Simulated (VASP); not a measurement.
# ZnSn2N2 in VASP: further runs, part 2 of 2

VASP 6.6.1. Earlier steps stand in the parts before.

### Step 4. Single point, PBE

Input file INCAR:

```
SYSTEM = ZnSn2N2
  ADDGRID = .FALSE.
  ALGO = Normal
  EDIFF = 1E-6
  ENCUT = 400
  GGA = PE
  ISIF = 2
  ISMEAR = 0
  LASPH = .TRUE.
  LCHARG = .FALSE.
  LREAL = .FALSE.
  LWAVE = .FALSE.
  NBANDS = 33
  NELM = 100
  PREC = Accurate
  SIGMA = 0.05
```

Input file KPOINTS:

```
k-points
0
G
  5 5 2
  0 0 0
```

Input file POSCAR:

```
ZnSn2N2
1.0
    3.3523260000      0.0000000000      0.0000000000
    0.0000000000      3.3523260000      0.0000000000
    0.0000000000      0.0000000000      8.0642090000
Sn Zn N
2 1 2
Direct
    0.4973440000      0.4812300000      0.3153800000
    0.4977480000      0.5263330000      0.6946440000
   -0.0161480000     -0.0098380000     -0.0046550000
   -0.0132420000      0.5408690000      0.8583280000
    0.4951850000     -0.0107610000      0.1447960000
```

Potentials or basis: VASP PAW PBE potentials, release 64 (Sn_d, Zn, N).

Launch:

```console
$ cat potpaw_PBE.64/Sn_d/POTCAR potpaw_PBE.64/Zn/POTCAR potpaw_PBE.64/N/POTCAR > POTCAR
$ mpirun -np 1 vasp_std > vasp.out
```

OUTCAR:

```text
SYSTEM = ZnSn2N2
   EDIFF = 1E-6
   ENCUT = 400
   GGA = PE
   ISIF = 2
   ISMEAR = 0
   LASPH = .TRUE.
   LREAL = .FALSE.
   NELM = 100
   PREC = Accurate

 Found     26 irreducible k-points:

 Following reciprocal coordinates:
            Coordinates               Weight
  0.000000  0.000000  0.000000      1.000000
  0.200000  0.000000  0.000000      2.000000
  0.000000  0.200000  0.000000      2.000000
  0.400000  0.000000  0.000000      2.000000
  0.000000  0.400000  0.000000      2.000000
  0.200000  0.200000  0.000000      2.000000
   k-points           NKPTS =     26   k-points in BZ     NKDIM =     26   number of bands    NBANDS=     33
   number of dos      NEDOS =    301   number of ions     NIONS =      5
   total plane-waves  NPLWV =  31104
   dimension x,y,z NGX =    24 NGY =   24 NGZ =   54
   dimension x,y,z NGXF=    48 NGYF=   48 NGZF=  108
   ions per type =               2   1   2
   NGX,Y,Z   is equivalent  to a cutoff of  11.90, 11.90, 11.13 a.u.
   NGXF,Y,Z  is equivalent  to a cutoff of  23.80, 23.80, 22.26 a.u.
 SYSTEM =  ZnSn2N2
   PREC   = accura    normal or accurate (medium, high low for compatibility)
   ISTART =      0    job   : 0-new  1-cont  2-samecut
   ICHARG =      2    charge: 1-file 2-atom 10-const
   ISPIN  =      1    spin polarized calculation?
   LNONCOLLINEAR =      F non collinear calculations
   LSORBIT =      F    spin-orbit coupling
   LASPH  =      T    aspherical Exc in radial PAW
   ENCUT  =  400.0 eV  29.40 Ry    5.42 a.u.   5.47  5.47 13.15*2*pi/ulx,y,z
   NELM   =    100;   NELMIN=  2; NELMDL= -5     # of ELM steps
   EDIFF  = 0.1E-05   stopping-criterion for ELM
   LREAL  =      F    real-space projection
   EDIFFG = 0.1E-04   stopping-criterion for IOM
   NSW    =      0    number of steps for IOM
   IBRION =     -1    ionic relax: 0-MD 1-quasi-New 2-CG
   NFREE  =      0    steps in history (QN), initial steepest desc. (CG)
   ISIF   =      2    stress and relaxation
   ISYM   =      2    0-nonsym 1-usesym 2-fastsym
   POTIM  = 0.5000    time-step for ionic-motion
   TEBEG  =    0.0;   TEEND  =   0.0 temperature during run
   PSTRESS=    0.0 pullay stress
   NELECT =      50.0000    total number of electrons
   NUPDOWN=      -1.0000    fix difference up-down
   EMIN   =  10.00;   EMAX   =-10.00  energy-range for DOS
   EFERMI =   0.00;   METHOD = LEGACY
   ISMEAR =     0;   SIGMA  =   0.05  broadening in eV -4-tet -1-fermi 0-gaus
   EFERMI_NEDOS =   21; number of points for ismear=-14 and -15
   IALGO  =     38    algorithm
   IMIX   =      4    mixing-type and parameters
     AMIX     =   0.40;   BMIX     =  1.00
     AMIX_MAG =   1.60;   BMIX_MAG =  1.00
  volume/ion in A,a.u.               =      18.13       122.32
  Fermi-wavevector in a.u.,A,eV,Ry     =   1.342703  2.537341 24.529295  1.802852
  Thomas-Fermi vector in A             =   2.470836
   LORBIT       =      0    0 simple, 1 ext, 2 COOP (PROOUT), +10 PAW based schemes
   GGA     = PE    functional components
   LHFCALC =     F    Hartree Fock is set to
   AEXX    =    0.0000 exact exchange contribution
   IVDW    =     0    specifies the selected vdW correction
   LEPSILON=     F    determine dielectric tensor
   LRPA    =     F    only Hartree local field effects (RPA)
 non-spin polarized calculation
 Gauss-broadening in eV      SIGMA  =   0.05
  energy-cutoff  :      400.00
  volume of cell :       90.63
 maximum number of plane-waves:      1674
 NGX is ok and might be reduce to    24

 number of electron      50.0000012 magnetization

 Free energy of the ion-electron system (eV)
  ---------------------------------------------------
  ext. energy  EPLUGINS =         0.00000000
  ---------------------------------------------------
  free energy    TOTEN  =       -24.01922214 eV

  energy without entropy =      -24.01514248  energy(sigma->0) =      -24.01718231

 E-fermi :   5.2502     XC(G=0): -10.2404

 val. band max:        5.2403006982   @ k =   0.0000   0.2000   0.0000
 cond. band min:       5.2580983101   @ k =   0.2000   0.0000   0.0000
 fundamental gap:      0.0177976119
 Fermi energy:         5.2502249079

 k-point     1 :       0.0000    0.0000    0.0000
  band No.  band energies     occupation
      1     -16.0913      2.00000
      2     -15.9996      2.00000
      3     -15.9523      2.00000
      4     -15.8982      2.00000
      5     -15.8676      2.00000
      6     -15.8167      2.00000
[... 25 lines left out ...]
     32      12.8767      0.00000
     33      13.2133      0.00000
[... 149 lines left out ...]
      3     -15.9268      2.00000
      4     -15.9041      2.00000
      5     -15.8800      2.00000
      6     -15.8501      2.00000
[... 25 lines left out ...]
     32      12.7629      0.00000
     33      14.5244      0.00000

 [... further k-points ...]
[... 5 lines left out ...]
  --------------------------------------------------------------------------------------
  -------------------------------------------------------------------------------------
  Total       -1.3324641     -0.6765206     -2.2397420     -0.0072077      2.0004096      0.1897196
  in kB      -23.5565574    -11.9601693    -39.5962732     -0.1274252     35.3651290      3.3540418
  external PRESSURE =     -25.0376667 kB  Pullay stress =       0.0000000 kB

 VOLUME and BASIS-vectors are now :
 -----------------------------------------------------------------------------
  energy-cutoff  :      400.00
  volume of cell :       90.63
      direct lattice vectors                 reciprocal lattice vectors
     3.352326000  0.000000000  0.000000000     0.298300344  0.000000000  0.000000000
     0.000000000  3.352326000  0.000000000     0.000000000  0.298300344  0.000000000
     0.000000000  0.000000000  8.064209000     0.000000000  0.000000000  0.124004723

 POSITION                                       TOTAL-FORCE (eV/Angst)
 -----------------------------------------------------------------------------------
      1.66726      1.61324      2.54329        -0.004631      0.226038     -0.803658
      1.66861      1.76444      5.60175        -0.367546      0.036616     -0.008553
      3.29819      3.31935      8.02667         0.212974      1.416273      1.118921
      3.30793      1.81317      6.92174         0.369189     -1.661347     -1.000572
      1.66002      3.31625      1.16767        -0.209985     -0.017581      0.693862
 -----------------------------------------------------------------------------------
    total drift:                                0.000490     -0.000042      0.000395

  FREE ENERGIE OF THE ION-ELECTRON SYSTEM (eV)
  ---------------------------------------------------
  free  energy   TOTEN  =       -24.0192221398 eV

  energy  without entropy=      -24.0151424797  energy(sigma->0) =      -24.01718231
```

OSZICAR:

```text
N       E                     dE             d eps       ncg     rms          rms(c)
DAV:   1     0.444820330999E+03    0.44482E+03   -0.21557E+04  1756   0.195E+03
DAV:   2     0.397641279793E+02   -0.40506E+03   -0.38742E+03  1748   0.483E+02
DAV:   3    -0.254962069893E+02   -0.65260E+02   -0.63390E+02  2015   0.178E+02
DAV:   4    -0.287866356324E+02   -0.32904E+01   -0.32716E+01  2045   0.441E+01
DAV:   5    -0.288665766813E+02   -0.79941E-01   -0.79869E-01  2022   0.708E+00    0.147E+01
DAV:   6    -0.242962103526E+02    0.45704E+01   -0.21395E+01  2800   0.611E+01    0.784E+00
DAV:   7    -0.240623759178E+02    0.23383E+00   -0.49927E+00  1929   0.138E+01    0.535E+00
DAV:   8    -0.240430576422E+02    0.19318E-01   -0.85643E-01  2541   0.825E+00    0.205E+00
DAV:   9    -0.240193258259E+02    0.23732E-01   -0.13042E-01  2332   0.518E+00    0.383E-01
DAV:  10    -0.240191224630E+02    0.20336E-03   -0.17796E-02  2173   0.127E+00    0.234E-01
DAV:  11    -0.240192255994E+02   -0.10314E-03   -0.21886E-03  2364   0.328E-01    0.132E-01
DAV:  12    -0.240192204719E+02    0.51275E-05   -0.69057E-04  2431   0.233E-01    0.254E-02
DAV:  13    -0.240192224887E+02   -0.20168E-05   -0.10740E-04  2102   0.793E-02    0.129E-02
DAV:  14    -0.240192223366E+02    0.15214E-06   -0.17119E-05  1918   0.293E-02    0.568E-03
DAV:  15    -0.240192221398E+02    0.19676E-06   -0.34661E-06  1813   0.153E-02
   1 F= -.24019222E+02 E0= -.24017182E+02  d E =-.407966E-02
```

stdout:

```text
POSCAR found type information on POSCAR SnZnN
 POSCAR found :  3 types and       5 ions
 scaLAPACK will be used
 LDA part: xc-table for (Slater+PW92), standard interpolation
 POSCAR, INCAR and KPOINTS ok, starting setup
 FFT: planning ... GRIDC
 FFT: planning ... GRID_SOFT
 FFT: planning ... GRID
 WAVECAR not read
 entering main loop
```

Wall time 21 s (1 thread of Intel Xeon 6975P-C (Granite Rapids), shared host); peak memory 0.2 GiB.

These settings aren't checked as converged: the numbers below hold their error.

Results:

| Property | Result |
| --- | --- |
| Free energy | -24.0192 eV |
| Largest force | 1.974 eV/Å |
| Band gap on the k mesh | none (metal or under the smearing width) |

Caveat: the k mesh is coarse (spacing up to 0.39 Å⁻¹), so the values aren't converged; the cutoff is under 1.25 times the usual one of these potentials, so pressure, stress and relaxed cells hold a basis-set (Pulay) error.

### Step 5. Single point, PBE

INCAR, as its differences from that of step 4:

```diff
@@ -3,3 +3,3 @@
   ALGO = Normal
-  EDIFF = 1E-6
+  EDIFF = 1E-7
   ENCUT = 400
@@ -8,3 +8,3 @@
   ISMEAR = 0
-  LASPH = .TRUE.
+  LASPH = .FALSE.
   LCHARG = .FALSE.
```

KPOINTS is that of step 4.

POSCAR is that of step 4.

Launch:

```console
$ cat potpaw_PBE.64/Sn_d/POTCAR potpaw_PBE.64/Zn/POTCAR potpaw_PBE.64/N/POTCAR > POTCAR
$ mpirun -np 1 vasp_std > vasp.out
```

Wall time 21 s (1 thread of Intel Xeon 6975P-C (Granite Rapids), shared host); peak memory 0.19 GiB.

The run converged, but some of its settings lie outside the range that counts as converged, so its numbers aren't taken as properties of the crystal.

Results:

```
Free energy            : -24.0124 eV
Largest force          : 2.002 eV/Å
Band gap on the k mesh : none (metal or under the smearing width)
```

Caveat: the k mesh is coarse (spacing up to 0.39 Å⁻¹), so the values aren't converged; the cutoff is under 1.25 times the usual one of these potentials, so pressure, stress and relaxed cells hold a basis-set (Pulay) error.
